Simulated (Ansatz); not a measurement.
Structure types of Ag were relaxed at one common pressure (all-electron LAPW in Ansatz 0.2.0 under PBE, scalar-relativistic, no spin polarisation, zero temperature). They take these volumes:

| type | space group | V (Å³/atom) |
| --- | --- | --- |
| fcc | Fm-3m | 15.85 |
| bcc | Im-3m | 15.94 |
| hcp | P6_3/mmc | 15.89 |
| simple hexagonal | P6/mmm | 16.98 |
| omega | P6/mmm | 16.15 |
| diamond | Fd-3m | 23.48 |

**Question.** At about which pressure, and is the densest type also the lowest in enthalpy?

**Answer.** 15 GPa. The densest is fcc, and it is also the lowest in enthalpy among these.
